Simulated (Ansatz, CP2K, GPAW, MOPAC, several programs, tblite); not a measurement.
**What each method gives for SnSe (zincblende)**

SnSe built on the zincblende prototype, relaxed with r2SCAN in Ansatz, was computed with several methods. It is cubic, F-43m (No. 216); a = 6.728 Å in the conventional setting, 38.07 Å³ an atom. Sn has 4 Se at 2.91 Å; Se has 4 Sn at 2.91 Å. The calculation is spin-unpolarised, and the structure need not be a phase that has been made.

```
Sn Se
1.0
     0.00000    3.36398    3.36398
     3.36398    0.00000    3.36398
     3.36398    3.36398    0.00000
Sn Se
1 1
Direct
  0.00000 0.00000 0.00000
  0.25000 0.25000 0.25000
```

Gaps and times are for a single point on this cell; volume and bulk modulus come from each method's own relaxation or energy curve at fixed shape. Times are rough, from shared hosts (Arm Neoverse V2), and each method has its own mesh and cell size. A star marks a curve whose lowest point is an end point. PM6 (MOPAC), PM7 (MOPAC), GFN1-xTB (tblite), GFN2-xTB (tblite) treat a cluster of cells at its zone centre, which samples few k points: where these miss a band edge, the gap comes out too large for that reason alone. Gaps from k meshes are read at a limited set of points (mesh, symmetry points, PBE's band edges), so each method's own least gap may be somewhat smaller. xTB and the PM methods were fitted mostly to molecules, and can miss a solid's gap by electronvolts. Minimal bases can be far off for gaps. d marks a direct gap, i an indirect one (no mark: not told apart), a dash a value that wasn't computed or didn't pass its checks.

| method | kind | gap (eV) | own volume (Å³/atom) | bulk modulus (GPa) | atoms computed | processor time |
| --- | --- | --- | --- | --- | --- | --- |
| light PBE (260 eV and a coarse mesh) | light plane-wave | 0.01 | – | – | 2 | 1.5 s |
| PM7 (MOPAC) | semi-empirical | 5.37 | – | – | 64 | 1.9 s |
| GFN1-xTB (tblite) | tight binding | 0.58 | – | – | 64 | 2.1 s |
| PBE/single zeta (GPAW) | small basis | 0.16 i | – | – | 2 | 2.2 s |
| PM6 (MOPAC) | semi-empirical | 3.11 | – | – | 64 | 2.5 s |
| PBE | semilocal | overlap 0.02 | 38.93 | 31 | 2 | 3.1 s |
| GFN2-xTB (tblite) | tight binding | 1.55 | – | – | 64 | 4.1 s |
| PBE/SZV (CP2K) | small basis | 0.21 i | 41.82* | 35* | 2 | 4.5 s |
| r2SCAN | semilocal | 0.05 i | 38.07 | 33 | 2 | 7.1 s |
| PBE/DZVP (CP2K) | small basis | overlap 0.08 | 39.48 | 31 | 2 | 8.5 s |

Volumes against r2SCAN's: PBE +2.3 %, PBE/DZVP (CP2K) +3.7 %.

With PBE the bands overlap or touch, or nearly. Semilocal functionals can close a real gap, so this doesn't show a metal; small gaps of other methods may in turn close between the points read or with spin-orbit coupling, and the solid may be a semimetal.

Spin-orbit coupling is left out, which matters wherever the heavy atoms make up the band edges.
